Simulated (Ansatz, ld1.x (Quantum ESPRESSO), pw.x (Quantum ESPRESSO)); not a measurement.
# Sr: one change to the RRKJ potential, in the atom and in the bcc crystal

ld1.x (Quantum ESPRESSO) 7.5 input, shortened:

```
&input
   title='Sr', zed=38., rel=1, dft='PBE', iswitch=3,
   config='[Kr] 4d0 5s1.5 5p0'
 /
 &inputp
   pseudotype=2, tm=.false., rho0=0.02, lloc=0,
   nlcc=.false.
 /
3
5P  2  1   0.00   0.00  3.70  3.70  0.0
4D  3  2   0.00   0.00  3.75  3.75  0.0
5S  1  0   1.50   0.00  3.40  3.40  0.0
 &test
   configts(1)='4d0 5s1.5 5p0'
 /
```

Change: all radii scaled by about 1.05 (s 3.56, p 3.88, d 3.92 bohr).

Cutoffs, loose and tight: the cutoffs (Ry, on a coarse ladder) from which the occupation-weighted sum of valence levels, in a spherical-Bessel basis at the reference potential, stays within 10 and 1 mRy of its value at 400 Ry. They do not see the model core or the augmentation charge, which bear on the density cutoff. Test errors are all-electron minus pseudo excitation energies from the reference, over the configurations 4d0 5s2 5p0; 4d0 5s1 5p0; 4d0 5s1 5p1; 4d1 5s1 5p0; 4d0 5s0 5p1; 4d1 5s0 5p0; 4d0.5 5s1.5 5p0; variants that change the core or the reference have their own tests.

Crystal test: bcc Sr in pw.x 7.5, no spin, 10³ k-points, Fermi–Dirac smearing 0.01 Ry, cutoffs set for each file from its atomic test. The reference is all-electron LAPW (Ansatz 0.2.0) with the same functional, mesh and smearing; V0 and B0 come from Birch–Murnaghan fits to the pressures at five volumes. Errors are pseudo minus all-electron; Δ is the rms difference of the E(V) curves that follow from these fits, minima aligned, over ±6 % about the mean V0. Mesh and smearing are coarse, so the numbers serve the comparison and aren't converged zero-temperature values; the lattice is a test structure that the element need not adopt.

All-electron: a0 = 4.780 Å (V0 = 54.61 Å³/atom), B0 = 11.4 GPa.

Problem. Does the change bring the crystal closer to the all-electron result?

Solution. The mean pressure error goes from -0.34 to -0.31 GPa, a small move against the size of the error.

```
                       quantity       base    changed
                 outcome (atom)  generated  generated
           cutoff, loose (atom)       6 Ry       6 Ry
           cutoff, tight (atom)       8 Ry       8 Ry
            bound ghosts (atom)       none       none
largest test error (meV) (atom)       +536       +497
           cutoffs in pw.x (Ry)     35/140     35/140
                         a0 (Å)      4.726      4.731
                   a0 error (%)      -1.14      -1.04
                   B0 error (%)      -11.9      -13.0
                   Δ (meV/atom)        4.4        4.0
      mean pressure error (GPa)      -0.34      -0.31
```

Base: This is a poor potential for the solid. The cutoffs count occupied waves only; the empty 4d level needs 10 Ry at the loose tolerance. Changed file: This is a poor potential for the solid. The atomic cutoffs weigh occupied waves only.
